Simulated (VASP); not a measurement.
Here is a VASP 6.6.1 calculation.

Contents of INCAR:

```
PREC = Accurate
ENCUT = 700
EDIFF = 1E-7
ISMEAR = 0
SIGMA = 0.1
LREAL = False
LASPH = True
NELM = 80
ALGO = Normal
ISIF = 3
LWAVE = False
LCHARG = False
GGA = PS
IBRION = 2
NSW = 80
EDIFFG = -0.002
PSTRESS = 120.0
```

The input KPOINTS:

```
regular mesh
0
Gamma
  16 16 16
```

POSCAR

```
Hf                                      
1.0
   -1.6304304139      1.6304304139      1.6304304139
    1.6304304139     -1.6304304139      1.6304304139
    1.6304304139      1.6304304139     -1.6304304139
  Hf            
     1
Direct
     0.0000000000000000    0.0000000000000000    0.0000000000000000
```

Potentials or basis: VASP PAW PBE potentials, release 64 (Hf_pv).

Launch:

```bash
$ cat potpaw_PBE.64/Hf_pv/POTCAR > POTCAR
$ mpirun -np 1 vasp_std > vasp.out
```

Predict the relaxed cell.

a = 2.926 Å, b = 2.926 Å, c = 2.926 Å, α = 109.47°, β = 109.47°, γ = 109.47°.

Predict the space group after relaxing (to 0.05 Å).

Im-3m (No. 229).

Step by step:
```csv
step,energy change (eV),largest force (eV/Å),pressure (GPa),volume (Å³)
1,0.0000,0.0000,30.00,17.34
2,-0.2837,0.0000,-6.60,22.70
3,-0.2544,0.0000,11.38,19.37
4,-0.2487,0.0000,11.93,19.30
5,-0.2457,0.0000,12.23,19.26
6,-0.2457,0.0000,12.25,19.26
7,-0.2459,0.0000,12.20,19.26
8,-0.2459,0.0000,12.20,19.26
9,-0.2460,0.0000,12.20,19.26
10,-0.2460,0.0000,12.20,19.26
11,-0.2460,0.0000,12.21,19.26
12,-0.2460,0.0000,12.21,19.26
13,-0.2461,0.0000,12.19,19.26
14,-0.2463,0.0000,12.17,19.26
15,-0.2467,0.0000,12.13,19.27
16,-0.2474,0.0000,12.06,19.28
17,-0.2489,0.0000,11.91,19.30
18,-0.2480,0.0000,11.99,19.29
```

Caveat: the cell is relaxed towards a set pressure, so the enthalpy falls and the energy may rise; the PAW data sets were made with another functional, which shifts forces and pressure a little. Spin-orbit coupling is left out, which matters for the levels of Hf.
